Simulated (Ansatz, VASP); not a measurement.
**MgO in VASP and in Ansatz**

INCAR

```
ALGO = Normal
EDIFF = 1E-6
ENCUT = 520
GGA = PE
ISIF = 2
ISMEAR = -1
LASPH = T
LCHARG = F
LREAL = F
LWAVE = F
NBANDS = 11
NELM = 100
PREC = Accurate
SIGMA = 0.02
```

The input KPOINTS:

```
k-points
0
Gamma
  10 10 10
```

POSCAR

```
MgO
1.0
    0.0000000000      2.1547216021      2.1547216021
    2.1547216021      0.0000000000      2.1547216021
    2.1547216021      2.1547216021      0.0000000000
Mg O
1 1
Direct
    0.0000000000      0.0000000000      0.0000000000
    0.5000000000      0.5000000000      0.5000000000
```

Input for Ansatz:

```yaml
crystal:
  lattice:
    - [0.0, 2.1547216021, 2.1547216021]
    - [2.1547216021, 0.0, 2.1547216021]
    - [2.1547216021, 2.1547216021, 0.0]
  atoms:
    - { symbol: Mg, position: [0.0, 0.0, 0.0] }
    - { symbol: O, position: [0.5, 0.5, 0.5] }
kpoints:
  mp_grid: { grid: [10, 10, 10] }
  band_path:
    path:
      - [0.0, 0.0, 0.0]
      - [0.5, 0.0, 0.5]
      - [0.625, 0.25, 0.625]
      - [0.375, 0.375, 0.75]
      - [0.5, 0.5, 0.5]
      - [0.5, 0.25, 0.75]
    npoints: 1
hamiltonian:
  xc: pbe
scf:
  occupations: { method: fermi_dirac, width: 0.02 }
  n_extra_bands: 4
output:
  forces: true
  stress: true
  eigenvalues: true
  write_density: true
  write_potential: true
  elf: true
  volumetric_format: npy
```

Change from the starting cell: hydrostatic strain +2.5%.

Alike in both runs: task single point; functional PBE; k mesh 10 × 10 × 10; occupations fermi-dirac, width 0.02 eV; no spin polarisation.

```csv
,VASP,Ansatz
version,VASP 6.6.1,Ansatz 0.2.0
potentials or method,"VASP PAW PBE potentials, release 64 (Mg, O)","plane waves, PAW"
plane-wave cutoff (eV),520,420
valence electrons in the cell,8,16
```

```tsv
	VASP	Ansatz	Ansatz less VASP
gap on the k mesh at the Fermi level (eV)	4.09	4.11	+0.019
pressure (GPa)	-6.1	-5.4	+0.75
```

The two sets of potentials don't hold the same shells in valence.
